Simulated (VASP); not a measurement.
# CuO2 (Cmcm) in VASP: equation of state

Aim: energy against volume of CuO2 in PBEsol, for its equilibrium volume and stiffness.

Everything below comes from runs of VASP 6.6.1. Logs are shortened: lines on timing, memory, paths and dates and some standing lists are left out, and cuts for length are marked.

### 1 Starting point

The structure is orthorhombic, space group Cmcm (No. 63). The conventional cell has a = 2.825 Å, b = 10.421 Å, c = 4.343 Å, α = 90.00°, β = 90.00°, γ = 90.00°. Around Cu (site symmetry m2m) lie 4 O at 1.86 to 1.90 Å. Around O (site symmetry m2m) lie 2 Cu at 1.90 Å. O (site symmetry m2m) is surrounded by 2 Cu at 1.86 Å.

The cell comes from a database or a generator and needn't be the stable form of this composition.

### 2 Equation of state, PBEsol, 10.02 Å³/atom (volume scaled by 0.94)

Input file INCAR:

```
  ALGO = Normal
  EDIFF = 1E-7
  ENCUT = 520
  GGA = PS
  ISIF = 2
  ISMEAR = -1
  KPAR = 2
  LASPH = True
  LCHARG = False
  LREAL = False
  LWAVE = False
  NBANDS = 32
  NELM = 100
  PREC = Accurate
  SIGMA = 0.05
```

Input file KPOINTS:

```
k-points
0
Gamma
  10 10 6
```

Input file POSCAR:

```
CuO2
1.0
    1.3837780310     -5.1043753772      0.0000000000
    1.3837780310      5.1043753772      0.0000000000
    0.0000000000      0.0000000000      4.2547578147
Cu O
2 4
Direct
    0.1672530000      0.8327470000      0.7500000000
    0.8327470000      0.1672530000      0.2500000000
    0.7889700000      0.2110300000      0.7500000000
    0.2110300000      0.7889700000      0.2500000000
    0.5514860000      0.4485140000      0.7500000000
    0.4485140000      0.5514860000      0.2500000000
```

Potentials or basis: VASP PAW PBE potentials, release 64 (Cu, O).

Started as:

```
$ cat potpaw_PBE.64/Cu/POTCAR potpaw_PBE.64/O/POTCAR > POTCAR
$ mpirun -np 2 vasp_std > vasp.out
```

OUTCAR:

```text
EDIFF = 1E-7
   ENCUT = 520
   GGA = PS
   ISIF = 2
   ISMEAR = -1
   LASPH = True
   LREAL = False
   NELM = 100
   PREC = Accurate

 Found    124 irreducible k-points:

 Following reciprocal coordinates:
            Coordinates               Weight
  0.000000  0.000000  0.000000      1.000000
  0.100000  0.000000  0.000000      4.000000
  0.200000  0.000000  0.000000      4.000000
  0.300000  0.000000  0.000000      4.000000
  0.400000  0.000000  0.000000      4.000000
  0.500000  0.000000  0.000000      2.000000
   k-points           NKPTS =    124   k-points in BZ     NKDIM =    124   number of bands    NBANDS=     32
   number of dos      NEDOS =    301   number of ions     NIONS =      6
   total plane-waves  NPLWV =  51200
   dimension x,y,z NGX =    40 NGY =   40 NGZ =   32
   dimension x,y,z NGXF=    80 NGYF=   80 NGZF=   64
   ions per type =               2   4
   NGX,Y,Z   is equivalent  to a cutoff of  12.57, 12.57, 12.50 a.u.
   NGXF,Y,Z  is equivalent  to a cutoff of  25.15, 25.15, 25.01 a.u.
 SYSTEM =  unknown system
   PREC   = accura    normal or accurate (medium, high low for compatibility)
   ISTART =      0    job   : 0-new  1-cont  2-samecut
   ICHARG =      2    charge: 1-file 2-atom 10-const
   ISPIN  =      1    spin polarized calculation?
   LNONCOLLINEAR =      F non collinear calculations
   LSORBIT =      F    spin-orbit coupling
   LASPH  =      T    aspherical Exc in radial PAW
   ENCUT  =  520.0 eV  38.22 Ry    6.18 a.u.   9.83  9.83  7.91*2*pi/ulx,y,z
   NELM   =    100;   NELMIN=  2; NELMDL= -5     # of ELM steps
   EDIFF  = 0.1E-06   stopping-criterion for ELM
   LREAL  =      F    real-space projection
   EDIFFG = 0.1E-05   stopping-criterion for IOM
   NSW    =      0    number of steps for IOM
   IBRION =     -1    ionic relax: 0-MD 1-quasi-New 2-CG
   NFREE  =      0    steps in history (QN), initial steepest desc. (CG)
   ISIF   =      2    stress and relaxation
   ISYM   =      2    0-nonsym 1-usesym 2-fastsym
   POTIM  = 0.5000    time-step for ionic-motion
   TEBEG  =    0.0;   TEEND  =   0.0 temperature during run
   PSTRESS=    0.0 pullay stress
   NELECT =      46.0000    total number of electrons
   NUPDOWN=      -1.0000    fix difference up-down
   EMIN   =  10.00;   EMAX   =-10.00  energy-range for DOS
   EFERMI =   0.00;   METHOD = LEGACY
   ISMEAR =    -1;   SIGMA  =   0.05  broadening in eV -4-tet -1-fermi 0-gaus
   EFERMI_NEDOS =   21; number of points for ismear=-14 and -15
   IALGO  =     38    algorithm
   IMIX   =      4    mixing-type and parameters
     AMIX     =   0.40;   BMIX     =  1.00
     AMIX_MAG =   1.60;   BMIX_MAG =  1.00
  volume/ion in A,a.u.               =      10.02        67.60
  Fermi-wavevector in a.u.,A,eV,Ry     =   1.497463  2.829795 30.509649  2.242396
  Thomas-Fermi vector in A             =   2.609348
   LORBIT       =      0    0 simple, 1 ext, 2 COOP (PROOUT), +10 PAW based schemes
   GGA     = PS    functional components
   LHFCALC =     F    Hartree Fock is set to
   AEXX    =    0.0000 exact exchange contribution
   IVDW    =     0    specifies the selected vdW correction
   LEPSILON=     F    determine dielectric tensor
   LRPA    =     F    only Hartree local field effects (RPA)
 non-spin polarized calculation
  energy-cutoff  :      520.00
  volume of cell :       60.11
 maximum number of plane-waves:      1640
   NGX = 19   NGY = 19   NGZ = 15

 number of electron      46.0000009 magnetization

 Free energy of the ion-electron system (eV)
  ---------------------------------------------------
  ext. energy  EPLUGINS =         0.00000000
  ---------------------------------------------------
  free energy    TOTEN  =       -29.79092094 eV

  energy without entropy =      -29.75484273  energy(sigma->0) =      -29.77288184

 E-fermi :   3.1675     XC(G=0): -11.5695

 val. band max:        3.1663306652   @ k =   0.4000   0.2000   0.1667
 cond. band min:       3.1795038607   @ k =   0.2000   0.0000   0.1667
 fundamental gap:      0.0131731956
 Fermi energy:         3.1675401801

 k-point     1 :       0.0000    0.0000    0.0000
  band No.  band energies     occupation
      1     -16.5116      2.00000
      2     -14.7960      2.00000
      3     -14.5942      2.00000
      4     -13.8716      2.00000
      5      -3.4467      2.00000
      6      -3.3069      2.00000
[... 24 lines left out ...]
     31      15.1752      0.00000
     32      16.5270      0.00000

 k-point     2 :       0.1000    0.0000    0.0000
  band No.  band energies     occupation
      1     -16.4094      2.00000
      2     -14.7686      2.00000
      3     -14.5711      2.00000
      4     -13.8767      2.00000
      5      -3.4084      2.00000
      6      -3.2450      2.00000
[... 24 lines left out ...]
     31      15.4554      0.00000
     32      16.4277      0.00000

 k-point     3 :       0.2000    0.0000    0.0000
  band No.  band energies     occupation
      1     -16.1211      2.00000
      2     -14.7136      2.00000
      3     -14.5069      2.00000
      4     -13.8830      2.00000
      5      -3.2692      2.00000
      6      -3.0714      2.00000
[... 24 lines left out ...]
     31      16.1588      0.00000
     32      16.2052      0.00000

 k-point     4 :       0.3000    0.0000    0.0000
  band No.  band energies     occupation
      1     -15.7038      2.00000
      2     -14.6705      2.00000
      3     -14.4596      2.00000
      4     -13.8652      2.00000
      5      -3.0574      2.00000
      6      -2.8174      2.00000
[... 24 lines left out ...]
     31      16.2793      0.00000
     32      17.0791      0.00000

 k-point     5 :       0.4000    0.0000    0.0000
  band No.  band energies     occupation
      1     -15.2536      2.00000
      2     -14.6740      2.00000
      3     -14.5003      2.00000
      4     -13.8177      2.00000
      5      -3.0727      2.00000
      6      -2.8322      2.00000
[... 24 lines left out ...]
     31      16.8100      0.00000
     32      16.8931      0.00000

 k-point     6 :       0.5000    0.0000    0.0000
  band No.  band energies     occupation
      1     -14.9423      2.00000
      2     -14.7947      2.00000
      3     -14.5364      2.00000
      4     -13.7920      2.00000
      5      -3.2788      2.00000
      6      -2.9972      2.00000
[... 24 lines left out ...]
     31      16.5404      0.00000
     32      17.0100      0.00000

 [... further k-points ...]
[... 5 lines left out ...]
  --------------------------------------------------------------------------------------
  -------------------------------------------------------------------------------------
  Total        1.6025744      1.1254100     -0.2873049      0.0000000     -0.0000000      0.0000000
  in kB       42.7183938     29.9990491     -7.6584310      0.0000000     -0.0000000      0.0000000
  external PRESSURE =      21.6863373 kB  Pullay stress =       0.0000000 kB

 VOLUME and BASIS-vectors are now :
 -----------------------------------------------------------------------------
  energy-cutoff  :      520.00
  volume of cell :       60.11
      direct lattice vectors                 reciprocal lattice vectors
     1.383778031 -5.104375377  0.000000000     0.361329627 -0.097955178  0.000000000
     1.383778031  5.104375377  0.000000000     0.361329627  0.097955178  0.000000000
     0.000000000  0.000000000  4.254757815     0.000000000  0.000000000  0.235031004

 POSITION                                       TOTAL-FORCE (eV/Angst)
 -----------------------------------------------------------------------------------
      1.38378      3.39693      3.19107         0.000000      0.031942     -0.000000
      1.38378     -3.39693      1.06369         0.000000     -0.031942      0.000000
      1.38378     -2.95002      3.19107         0.000000     -0.208981      0.000000
      1.38378      2.95002      1.06369         0.000000      0.208981     -0.000000
      1.38378     -0.52561      3.19107         0.000000      0.464748     -0.000000
      1.38378      0.52561      1.06369         0.000000     -0.464748      0.000000
 -----------------------------------------------------------------------------------
    total drift:                                0.000000      0.000000     -0.000000

  FREE ENERGIE OF THE ION-ELECTRON SYSTEM (eV)
  ---------------------------------------------------
  free  energy   TOTEN  =       -29.7909209386 eV

  energy  without entropy=      -29.7548427328  energy(sigma->0) =      -29.77288184
```

Run time: 94 s. Hardware: 2 MPI ranks of Intel Xeon 6975P-C (Granite Rapids), shared host; peak memory 0.32 GiB.

What came out:

```yaml
Free_energy: -29.7909 eV
Pressure: 2.2 GPa
Largest_force: 0.465 eV/Å
Band_gap_on_the_k_mesh: none (metal or under the smearing width)
```

Caveat: the PAW data sets were made with another functional, which shifts forces and pressure a little; the run has no spin polarisation, though such a crystal can be magnetic; semilocal functionals often make such compounds metallic where correlation or magnetic order opens a gap, which also shifts bond lengths.

### 3 Equation of state, PBEsol, 10.23 Å³/atom (volume scaled by 0.96)

INCAR is that of step 2.

KPOINTS is that of step 2.

POSCAR, as its differences from that of step 2:

```diff
@@ -2,5 +2,5 @@
 1.0
-    1.3837780310     -5.1043753772      0.0000000000
-    1.3837780310      5.1043753772      0.0000000000
-    0.0000000000      0.0000000000      4.2547578147
+    1.3935232678     -5.1403228671      0.0000000000
+    1.3935232678      5.1403228671      0.0000000000
+    0.0000000000      0.0000000000      4.2847218851
 Cu O
```

Potentials or basis: VASP PAW PBE potentials, release 64 (Cu, O).

Started as:

```
$ cat potpaw_PBE.64/Cu/POTCAR potpaw_PBE.64/O/POTCAR > POTCAR
$ mpirun -np 2 vasp_std > vasp.out
```

Wall time 2 min (2 MPI ranks of Intel Xeon 6975P-C (Granite Rapids), shared host); peak memory 0.33 GiB.

The run converged. Its results:

```yaml
Free_energy: -29.7953 eV
Pressure: -1.6 GPa
Largest_force: 0.217 eV/Å
Band_gap_on_the_k_mesh: none (metal or under the smearing width)
```

Caveat: the PAW data sets were made with another functional, which shifts forces and pressure a little; the run has no spin polarisation, though such a crystal can be magnetic; semilocal functionals often make such compounds metallic where correlation or magnetic order opens a gap, which also shifts bond lengths.

### 4 Equation of state, PBEsol, 10.44 Å³/atom (volume scaled by 0.98)

INCAR is that of step 3.

KPOINTS is that of step 3.

POSCAR, as its differences from that of step 3:

```diff
@@ -2,5 +2,5 @@
 1.0
-    1.3935232678     -5.1403228671      0.0000000000
-    1.3935232678      5.1403228671      0.0000000000
-    0.0000000000      0.0000000000      4.2847218851
+    1.4031340768     -5.1757744899      0.0000000000
+    1.4031340768      5.1757744899      0.0000000000
+    0.0000000000      0.0000000000      4.3142726250
 Cu O
```

Started as:

```
$ cat potpaw_PBE.64/Cu/POTCAR potpaw_PBE.64/O/POTCAR > POTCAR
$ mpirun -np 2 vasp_std > vasp.out
```

Run time: 95 s. Hardware: 2 MPI ranks of Intel Xeon 6975P-C (Granite Rapids), shared host; peak memory 0.33 GiB.

The run converged. Its results:

* Free energy: -29.7715 eV
* Pressure: -4.9 GPa
* Largest force: 0.234 eV/Å
* Band gap on the k mesh: none (metal or under the smearing width)

Caveat: the PAW data sets were made with another functional, which shifts forces and pressure a little; the run has no spin polarisation, though such a crystal can be magnetic; semilocal functionals often make such compounds metallic where correlation or magnetic order opens a gap, which also shifts bond lengths.

### 5 Equation of state, PBEsol, 10.87 Å³/atom (volume scaled by 1.02)

INCAR is that of step 4.

KPOINTS is that of step 4.

POSCAR, as its differences from that of step 4:

```diff
@@ -2,5 +2,5 @@
 1.0
-    1.4031340768     -5.1757744899      0.0000000000
-    1.4031340768      5.1757744899      0.0000000000
-    0.0000000000      0.0000000000      4.3142726250
+    1.4219703389     -5.2452562640      0.0000000000
+    1.4219703389      5.2452562640      0.0000000000
+    0.0000000000      0.0000000000      4.3721892356
 Cu O
```

Started as:

```
$ cat potpaw_PBE.64/Cu/POTCAR potpaw_PBE.64/O/POTCAR > POTCAR
$ mpirun -np 2 vasp_std > vasp.out
```

Run time: 1.7 min. Hardware: 2 MPI ranks of Intel Xeon 6975P-C (Granite Rapids), shared host; peak memory 0.35 GiB.

It converged, with:

```yaml
Free_energy: -29.6517 eV
Pressure: -10.5 GPa
Largest_force: 0.608 eV/Å
Band_gap_on_the_k_mesh: none (metal or under the smearing width)
```

Caveat: the PAW data sets were made with another functional, which shifts forces and pressure a little; the run has no spin polarisation, though such a crystal can be magnetic; semilocal functionals often make such compounds metallic where correlation or magnetic order opens a gap, which also shifts bond lengths.

### 6 Equation of state, PBEsol, 11.08 Å³/atom (volume scaled by 1.04)

INCAR is that of step 5.

KPOINTS is that of step 5.

POSCAR, as its differences from that of step 5:

```diff
@@ -2,5 +2,5 @@
 1.0
-    1.4219703389     -5.2452562640      0.0000000000
-    1.4219703389      5.2452562640      0.0000000000
-    0.0000000000      0.0000000000      4.3721892356
+    1.4312041712     -5.2793173240      0.0000000000
+    1.4312041712      5.2793173240      0.0000000000
+    0.0000000000      0.0000000000      4.4005808704
 Cu O
```

Potentials or basis: VASP PAW PBE potentials, release 64 (Cu, O).

Started as:

```
$ cat potpaw_PBE.64/Cu/POTCAR potpaw_PBE.64/O/POTCAR > POTCAR
$ mpirun -np 2 vasp_std > vasp.out
```

It took 2 min on 2 MPI ranks of Intel Xeon 6975P-C (Granite Rapids), shared host; peak memory 0.36 GiB.

It converged, with:

| Property | Result |
| --- | --- |
| Free energy | -29.5611 eV |
| Pressure | -12.8 GPa |
| Largest force | 0.772 eV/Å |
| Band gap on the k mesh | none (metal or under the smearing width) |

Caveat: the PAW data sets were made with another functional, which shifts forces and pressure a little; the run has no spin polarisation, though such a crystal can be magnetic; semilocal functionals often make such compounds metallic where correlation or magnetic order opens a gap, which also shifts bond lengths.

### 7 Equation of state, PBEsol, 11.30 Å³/atom (volume scaled by 1.06)

INCAR is that of step 6.

KPOINTS is that of step 6.

POSCAR, as its differences from that of step 6:

```diff
@@ -2,5 +2,5 @@
 1.0
-    1.4312041712     -5.2793173240      0.0000000000
-    1.4312041712      5.2793173240      0.0000000000
-    0.0000000000      0.0000000000      4.4005808704
+    1.4403203671     -5.3129444556      0.0000000000
+    1.4403203671      5.3129444556      0.0000000000
+    0.0000000000      0.0000000000      4.4286108036
 Cu O
```

Started as:

```
$ cat potpaw_PBE.64/Cu/POTCAR potpaw_PBE.64/O/POTCAR > POTCAR
$ mpirun -np 2 vasp_std > vasp.out
```

Wall time 2 min (2 MPI ranks of Intel Xeon 6975P-C (Granite Rapids), shared host); peak memory 0.37 GiB.

Results (log left out):

```yaml
Free_energy: -29.4532 eV
Pressure: -14.8 GPa
Largest_force: 0.923 eV/Å
Band_gap_on_the_k_mesh: none (metal or under the smearing width)
```

Caveat: the PAW data sets were made with another functional, which shifts forces and pressure a little; the run has no spin polarisation, though such a crystal can be magnetic; semilocal functionals often make such compounds metallic where correlation or magnetic order opens a gap, which also shifts bond lengths.

### 8 Equation of state, PBEsol

Potentials or basis: VASP PAW PBE potentials, release 64 (Cu, O).

No new run: the results of the series are fitted here.

Results:

```
Equilibrium volume                        : 10.15 Å³/atom
Bulk modulus at fixed shape and positions : 176 GPa
Pressure derivative of the bulk modulus   : 4.8
```

Energy against volume, from the lowest point:
```
volume (Å³/atom)  energy (meV/atom)
          10.018               0.73
          10.231               0.00
          10.444               3.97
          10.657              12.10
          10.870              23.93
          11.083              39.03
          11.296              57.02
```

Caveat: the cell was scaled at fixed shape and fractional positions, which overstates the stiffness of a crystal with free parameters, most of all of layers and chains; the PAW data sets were made with another functional, which shifts forces and pressure a little; the run has no spin polarisation, though such a crystal can be magnetic.
